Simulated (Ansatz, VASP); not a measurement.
# ZnSe in VASP and in Ansatz

```xyz
2
Lattice="0.0000 2.7760 2.7760 2.7760 0.0000 2.7760 2.7760 2.7760 0.0000" Properties=species:S:1:pos:R:3 pbc="T T T"
Zn    0.0000    0.0000    0.0000
Se    1.3880    1.3880    1.3880
```

Change from the starting cell: volume scaled by 0.94, ions relaxed.

Alike in both runs: functional PBE; k mesh 13 × 13 × 13; occupations fermi-dirac, width 0.02 eV; no spin polarisation.

Ansatz relaxed the structure, and its values are those at the end. VASP's run is a single point on that final structure, the one shown.

|  | VASP | Ansatz |
| --- | --- | --- |
| version | VASP 6.6.1 | Ansatz 0.2.0 |
| potentials or method | VASP PAW PBE potentials, release 64 (Zn, Se) | plane-wave PAW, scalar-relativistic |
| plane-wave cutoff (eV) | 520 | 420 |
| valence electrons in the cell | 18 | 28 |

|  | VASP | Ansatz | Ansatz less VASP |
| --- | --- | --- | --- |
| gap on the k mesh at the Fermi level (eV) | 1.55 | 1.54 | -0.005 |
| pressure (GPa) | 7.1 | 6.8 | -0.30 |

With one functional, cell and mesh, what is left measures potentials, basis and numerics. The two sets of potentials don't hold the same shells in valence. Ansatz warned: «stress_scf_threshold_loose».
